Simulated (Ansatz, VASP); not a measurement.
One calculation of NaCl, two programs

```
Na Cl
1.0
     3.60330    0.00000    0.00000
     0.00000    3.39317    0.00000
     0.00000    0.00000    3.39317
Na Cl
1 1
Direct
  0.99143 0.00000 0.00000
  0.50857 0.50000 0.50000
```

Alike in both runs: task single point; functional PBEsol; k mesh 6 × 6 × 6; occupations gaussian, width 0.02 eV; no spin polarisation.

```csv
,VASP,Ansatz
version,VASP 6.6.1,Ansatz 0.2.0
potentials or method,"VASP PAW PBE potentials, release 64 (Na_pv, Cl)","scalar-relativistic, plane waves, PAW"
plane-wave cutoff (eV),520,420
valence electrons in the cell,14,16
```

|  | VASP | Ansatz | Ansatz less VASP |
| --- | --- | --- | --- |
| gap on the k mesh at the Fermi level (eV) | 3.76 | 3.76 | +0.003 |
| least direct gap on the mesh (eV) | 4.24 | 4.24 | +0.003 |
| pressure (GPa) | -0.2 | -0.2 | 0.00 |
| largest component of the traceless stress (GPa) | 3.06 | 3.06 | +0.001 |
| rms of the force components (eV/Å) | 0.014 | 0.013 | -0.0006 |

Atom by atom the forces differ by 0.001 eV/Å (rms over components). The two sets of potentials don't hold the same shells in valence.

Caveats: the PAW data sets were made with another functional, which shifts forces and pressure a little (VASP). A k mesh can miss the band edges.
